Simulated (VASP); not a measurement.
CsH, 2 atoms in the cell. Symmetry: I-4m2, No. 119, tetragonal system. Conventional cell: a = 4.943 Å, b = 4.943 Å, c = 6.878 Å, α = 90.00°, β = 90.00°, γ = 90.00°. Cs (site symmetry -4m2) has 4 H at 3.01 Å as nearest neighbours. Around H (site symmetry -4m2) lie 4 Cs at 3.01 Å. The cell was built by a generator and needn't be a form met in nature. The cell isn't the ideal one: uniaxial_x strain -1.6%.

```yaml
Program: VASP 6.6.1
Task: single point
Functional: HSE06
Potentials_or_basis: VASP PAW PBE potentials, release 64 (Cs_sv, H)
Cutoff: 520 eV
k_mesh: 4 × 4 × 4
Occupations: gaussian, width 0.01 eV
Spin: no spin polarisation
Dipole_correction: no
Exchange_at_q_=_0: truncated
Grid_for_exact_exchange_PRECFOCK: Normal
Screening_parameter: 0.2079 1/A
Further_INCAR_settings: ALGO = Normal; EDIFF = 1e-06; NBANDS = 12
```

Potentials or basis: VASP PAW PBE potentials, release 64 (Cs_sv, H).

Launch:

```bash
$ cat potpaw_PBE.64/Cs_sv/POTCAR potpaw_PBE.64/H/POTCAR > POTCAR
$ cp INCAR.step1 INCAR
$ mpirun -np 1 vasp_std > vasp.out
$ cp INCAR.step2 INCAR
$ mpirun -np 1 vasp_std > vasp.out
```

Hardware: 1 thread of AMD EPYC 7R43 64-Core Processor (Zen 3), on a shared host.

Task: Estimate the wall time of this run.

Result: It took 10 min on 1 thread of AMD EPYC 7R43 64-Core Processor (Zen 3), on a shared host, peak memory 0.29 GiB. Counts: scf iterations 11, k points 13.
